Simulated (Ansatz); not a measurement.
# Te2Mo (2H monolayer): converging the G0W0 gap, part 2 of 2

How do accuracy and time trade against each other in G0W0 on Te2Mo (2H monolayer)?

Ansatz 0.2.0; G0W0 on PBE, plane waves, PAW. Known limits of the many-body steps: not at the basis limit; coarse mesh for a sheet; no spin-orbit coupling.

So far. Step 5 (1601 empty bands, screening to 165 eV): Against the run with 9×9×1 mesh, 871 empty bands, screening to 110 eV, the gap moves by −0.002 eV.

## 6. Changing the k mesh: 6×6×1 mesh, 405 empty bands, screening to 66 eV

Only the mesh changes. It samples the long-range screening, which converges on its own terms. Bands and cutoff differ from the step before, so it is read against an earlier run that matches them.

The input, input.yaml:

```yaml
crystal:
  lattice:
    - [3.5550178363, 0.0, 0.0]
    - [-1.7775089182, 3.0787357571, 0.0]
    - [0.0, 0.0, 30.4]
  atoms:
    - { symbol: Mo, position: [0.3333333333, 0.6666666667, 0.5] }
    - { symbol: Te, position: [0.6666666667, 0.3333333333, 0.5594686411] }
    - { symbol: Te, position: [0.6666666667, 0.3333333333, 0.4405313589] }
  periodic: [true, true, false]
kpoints:
  mp_grid: { grid: [6, 6, 1] }
hamiltonian:
  xc: pbe
scf:
  occupations: { method: fixed }
gw:
  n_empty_bands: 405
  ecut_chi: 66.0
  qp_bands: [v2, c2]
  qp_kpoints: band_edges
  screening: { model: contour_deformation }
```

Command:

```console
$ ansatz run input.yaml --threads 3 --pin off --max-ram 92160MiB --backend cuda --events-out ev --progress --plain --runs-dir out --devices 1 --max-vram 13GiB
```

Numbers of over 12 decimals in the logs are rounded to 6 here.

Log:

```text
GPUs: using 1 of 1 available (devices: 1).
[...]
GPU FFT provider: cuFFT
GPU libraries: cuBLAS 13.8.2, cuFFT 12.4.0, cuSOLVER 12.3.4
Crystal: 3 atoms, lattice volume = 332.727 Å³
Basis set: ecut = 420 eV, 6407 PW (Γ)
Bands: 28, of which v1, the nominal top of the filled ones, is band 23 counted from 1 (22 counted from 0)
Symmetry: 12 space group operations
[...]
k-points: 7 of 36 (time reversal used)
[...]
1    25     -2.7125   -13.1616    -3.6861   -17.4285  0.7074    -2.1113    -2.1317  root
[...]
6    22     -6.5927   -18.2794     1.9790   -16.1420  0.6768    -6.7525    -6.7511  root
     6    23     -4.8691   -18.2844     0.3017   -18.1072  0.6847    -4.7451    -4.7446  root
     6    24     -3.7931   -15.2967    -3.6464   -19.5772  0.6796    -3.1366    -3.1591  root
     6    25     -2.9903   -12.8796    -3.7392   -17.1910  0.7030    -2.3991    -2.4182  root
[key lines of the parts left out:]
SCF converged after 7 iterations
Free energy (F): -18916.727733 eV
Fermi energy:    -4.869109 eV
```

The job ended after 29 s (1 × NVIDIA H100 80GB HBM3 (shared by 6 runs) with 3 threads of AMD EPYC 7R13 (Zen 3), shared host; peak memory 1.7 GiB; 39 s of CPU time).

Numbers from this step:

```
bands summed                                 : 428
plane waves in the screening matrix          : 419
G0W0 gap on the mesh                         : 1.585 eV
k of the valence top                         : 0.3333, 0.3333, 0
k of the conduction bottom                   : 0.3333, 0.3333, 0
starting gap on the mesh                     : 1.076 eV
least direct G0W0 gap on the computed points : 1.585 eV
```

Against the run with 9×9×1 mesh, 405 empty bands, screening to 66 eV, the gap moves by −0.013 eV.

## 7. Changing the k mesh: 3×3×1 mesh, 405 empty bands, screening to 66 eV

input.yaml, as its differences from that of step 6:

```diff
@@ -11,3 +11,3 @@
 kpoints:
-  mp_grid: { grid: [6, 6, 1] }
+  mp_grid: { grid: [3, 3, 1] }
 hamiltonian:
```

Log:

```text
GPUs: using 1 of 1 available (devices: 1).
[...]
GPU FFT provider: cuFFT
GPU libraries: cuBLAS 13.8.2, cuFFT 12.4.0, cuSOLVER 12.3.4
Crystal: 3 atoms, lattice volume = 332.727 Å³
Basis set: ecut = 420 eV, 6407 PW (Γ)
Bands: 28, of which v1, the nominal top of the filled ones, is band 23 counted from 1 (22 counted from 0)
Symmetry: 12 space group operations
[...]
k-points: 3 of 9 (time reversal used)
[...]
1    24     -3.3078   -13.5225    -4.0087   -17.9707  0.6504    -2.8478    -2.8683  root
     1    25     -3.0344   -14.3817    -3.8162   -18.6702  0.6509    -2.5366    -2.5622  root
     2    22     -6.5552   -18.1732     2.0586   -16.0746  0.6476    -6.5953    -6.5951  root
     2    23     -4.7160   -18.6509     0.8027   -18.0215  0.6492    -4.5448    -4.5428  root
     2    24     -3.6860   -14.6575    -4.3424   -19.5513  0.6417    -3.0997    -3.1345  root
     2    25     -2.9278   -12.8955    -3.8647   -17.1825  0.6679    -2.4876    -2.5056  root
[key lines of the parts left out:]
SCF converged after 8 iterations
Free energy (F): -18916.844192 eV
Fermi energy:    -4.715988 eV
```

Wall time 13 s (1 × NVIDIA H100 80GB HBM3 (shared by 6 runs) with 3 threads); peak memory 1.4 GiB.

This step gave:

```
bands summed                                 : 428
plane waves in the screening matrix          : 419
G0W0 gap on the mesh                         : 1.408 eV
k of the valence top                         : 0.3333, 0.3333, 0
k of the conduction bottom                   : 0.3333, 0.3333, 0
starting gap on the mesh                     : 1.030 eV
least direct G0W0 gap on the computed points : 1.408 eV
```

Against the run with 6×6×1 mesh, 405 empty bands, screening to 66 eV, the gap moves by −0.18 eV, while the start moved by −0.05 eV.

## 8. Changing the k mesh: 12×12×1 mesh, 405 empty bands, screening to 66 eV

input.yaml, as its differences from that of step 7:

```diff
@@ -11,3 +11,3 @@
 kpoints:
-  mp_grid: { grid: [3, 3, 1] }
+  mp_grid: { grid: [12, 12, 1] }
 hamiltonian:
```

Log:

```text
GPUs: using 1 of 1 available (devices: 1).
[...]
GPU FFT provider: cuFFT
GPU libraries: cuBLAS 13.8.2, cuFFT 12.4.0, cuSOLVER 12.3.4
Crystal: 3 atoms, lattice volume = 332.727 Å³
Basis set: ecut = 420 eV, 6407 PW (Γ)
Bands: 28, of which v1, the nominal top of the filled ones, is band 23 counted from 1 (22 counted from 0)
Symmetry: 12 space group operations
[...]
k-points: 19 of 144 (time reversal used)
[...]
1    25     -2.1008   -12.3242    -3.8738   -16.6369  0.6658    -1.6548    -1.6617  root
[...]
18    22     -6.5922   -18.2901     1.9731   -16.1415  0.6809    -6.7697    -6.7677  root
    18    23     -4.8695   -18.1901     0.2055   -18.1073  0.6895    -4.7471    -4.7467  root
    18    24     -3.7917   -15.3945    -3.5395   -19.5769  0.6847    -3.1306    -3.1488  root
    18    25     -2.9895   -12.8796    -3.7148   -17.1911  0.7075    -2.3759    -2.3928  root
[key lines of the parts left out:]
SCF converged after 7 iterations
Free energy (F): -18916.729429 eV
Fermi energy:    -4.869503 eV
```

Run time: 3.1 min. Hardware: 1 × NVIDIA H100 80GB HBM3 (shared by 6 runs) with 3 threads; peak memory 2.8 GiB.

This step gave:

| Item | Value |
| --- | --- |
| bands summed | 428 |
| plane waves in the screening matrix | 419 |
| G0W0 gap on the mesh | 1.598 eV |
| k of the valence top | 0.3333, 0.3333, 0 |
| k of the conduction bottom | 0.3333, 0.3333, 0 |
| starting gap on the mesh | 1.078 eV |
| least direct G0W0 gap on the computed points | 1.598 eV |

Against the run with 3×3×1 mesh, 405 empty bands, screening to 66 eV, the gap moves by +0.19 eV, while the start moved by +0.05 eV.

## 9. Side by side

Times are wall times on 1 × NVIDIA H100 80GB HBM3 (shared by 6 runs) with 3 threads of AMD EPYC 7R13 (Zen 3), shared host, good to a factor of about two.

```csv
mesh,files,frequency,bands summed,cutoff (eV),start (eV),G0W0 (eV),time,host memory (GiB)
9×9×1,default PAW,contour deformation,166,33,1.078,1.578,30 s,1.4
9×9×1,default PAW,contour deformation,428,66,1.078,1.598,74 s,2.2
9×9×1,default PAW,contour deformation,894,110,1.078,1.604,2.2 min,4.3
9×9×1,default PAW,contour deformation,1624,165,1.078,1.602,6.4 min,9.7
6×6×1,default PAW,contour deformation,428,66,1.076,1.585,29 s,1.7
3×3×1,default PAW,contour deformation,428,66,1.030,1.408,13 s,1.4
12×12×1,default PAW,contour deformation,428,66,1.078,1.598,3.1 min,2.8
```

How the two edges are built up, in eV (the quasiparticle level is the starting level plus Σx plus Σc less Vxc):

```
       run               edge  start      Σx     Σc     Vxc     Z     QP
 166 bands        valence top  -4.87  -18.21   0.59  -18.11  0.70  -4.38
 166 bands  conduction bottom  -3.79  -15.37  -3.21  -19.58  0.69  -2.80
 428 bands        valence top  -4.87  -18.21   0.22  -18.11  0.69  -4.75
 428 bands  conduction bottom  -3.79  -15.37  -3.56  -19.58  0.68  -3.15
 894 bands        valence top  -4.87  -18.21   0.03  -18.11  0.68  -4.94
 894 bands  conduction bottom  -3.79  -15.37  -3.75  -19.58  0.68  -3.34
1624 bands        valence top  -4.87  -18.21  -0.08  -18.11  0.68  -5.05
1624 bands  conduction bottom  -3.79  -15.37  -3.86  -19.58  0.67  -3.45
```

## 10. Outcome

| Item | Value |
| --- | --- |
| 166 bands, 33 eV | 1.578 eV |
| 428 bands, 66 eV | 1.598 eV |
| 894 bands, 110 eV | 1.604 eV |
| 1624 bands, 165 eV | 1.602 eV |
| mesh and start | 9×9×1, PBE |

In words: From 166 to 1624 bands the gap moves by +0.02 eV while the time grows 13-fold. Σc changes by −0.67 eV at the valence top and −0.65 eV at the conduction bottom, so the levels themselves move more than the gap between them. The gap turns back along the series, so no limit is drawn from it. On the 6×6×1 mesh in place of 9×9×1 the gap differs by −0.01 eV, of which −0.002 eV is already in the start. On the 3×3×1 mesh in place of 9×9×1 the gap differs by −0.19 eV, of which −0.05 eV is already in the start. On the 12×12×1 mesh in place of 9×9×1 the gap differs by −0.0001 eV, of which +0.0001 eV is already in the start. The mesh in the plane is coarse for a sheet; gap and any exciton binding can still move on denser ones. The many-body steps are scalar-relativistic: spin-orbit coupling is not in them.

[Paths, hosts, dates, memory and timing lines, banners, echoed tables and standing remarks are left out of the program output.]

[Logs are printed without paths, hosts, clocks, repeated set-up lines and the standing remarks that a program may print on its own settings, such as how far it seeks lower states.]

[Runs of the session that timed out or met a known fault of the program may be left out.]

[Cells called generated may have been cut or substituted from an entry of the Crystallography Open Database or the Materials Project.]

[Hosts, paths, dates, database ids (printed as entryN), source tags and the programs' standing remarks are cut or masked in the printed files.]
